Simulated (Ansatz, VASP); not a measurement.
This is a calculation of TiSi2 for Ansatz 0.2.0.

The input input.yaml:

```yaml
crystal:
  lattice:
    - [0.0, 4.0618673723, 4.2052840453]
    - [2.3572172929, 0.0, 4.2052840453]
    - [2.3572172929, 4.0618673723, 0.0]
  atoms:
    - { symbol: Ti, position: [0.75, 0.75, 0.75] }
    - { symbol: Ti, position: [0.5, 0.5, 0.5] }
    - { symbol: Si, position: [0.41256561, 0.08743439, 0.41256561] }
    - { symbol: Si, position: [0.08743439, 0.41256561, 0.08743439] }
    - { symbol: Si, position: [0.16256561, 0.83743439, 0.16256561] }
    - { symbol: Si, position: [0.83743439, 0.16256561, 0.83743439] }
kpoints:
  mp_grid: { grid: [7, 7, 7] }
scf:
  occupations: { method: fermi_dirac, width: 0.05 }
hamiltonian:
  xc: pbesol
  pseudopotentials: { kind: all_electron, lapw: { basis_error: 0.001 } }
output:
  forces: true
  stress: true
  eigenvalues: true
```

Potentials or basis: all-electron LAPW, scalar-relativistic.

Run with:

```console
$ ansatz run input.yaml --threads 4 --pin off --max-ram 12288MiB --backend cpu --events-out ev --progress --plain --runs-dir out
```

Set up the same calculation for VASP 6.6.1. Potentials there: VASP PAW PBE potentials, release 64 (Ti_sv, Si).

As run (the cutoff follows the program's own potentials):

INCAR

```
ALGO = Normal ; EDIFF = 1E-6
ENCUT = 520 ; GGA = PS
ISIF = 2 ; ISMEAR = -1
LASPH = True ; LCHARG = False
LREAL = False ; LWAVE = False
NBANDS = 29 ; NELM = 80
PREC = Accurate ; SIGMA = 0.05
```

Contents of KPOINTS:

```
k-points
0
Gamma
  7 7 7
```

The input POSCAR:

```
TiSi2
1.0
    0.0000000000      4.0618673723      4.2052840453
    2.3572172929      0.0000000000      4.2052840453
    2.3572172929      4.0618673723      0.0000000000
Ti Si
2 4
Direct
    0.7500000000      0.7500000000      0.7500000000
    0.5000000000      0.5000000000      0.5000000000
    0.4125656100      0.0874343900      0.4125656100
    0.0874343900      0.4125656100      0.0874343900
    0.1625656100      0.8374343900      0.1625656100
    0.8374343900      0.1625656100      0.8374343900
```

Potentials or basis: VASP PAW PBE potentials, release 64 (Ti_sv, Si).

Launch:

```bash
$ cat potpaw_PBE.64/Ti_sv/POTCAR potpaw_PBE.64/Si/POTCAR > POTCAR
$ mpirun -np 1 vasp_std > vasp.out
```

Both were run:

|  | VASP | Ansatz | Ansatz less VASP |
| --- | --- | --- | --- |
| gap on the k mesh at the Fermi level (eV) | none | none | - |
| pressure (GPa) | 4.7 | 4.6 | -0.18 |
| largest component of the traceless stress (GPa) | 2.31 | 2.26 | -0.045 |
| rms of the force components (eV/Å) | 0.036 | 0.035 | -0.0007 |

Atom by atom the forces differ by 0.001 eV/Å (rms over components). A gap of «none» marks a metal or a gap that the smearing closes. Ansatz ran all-electron here, so the differences hold the error of VASP's frozen core and of both bases.

Caveats: the PAW data sets were made with another functional, which shifts forces and pressure a little (VASP).
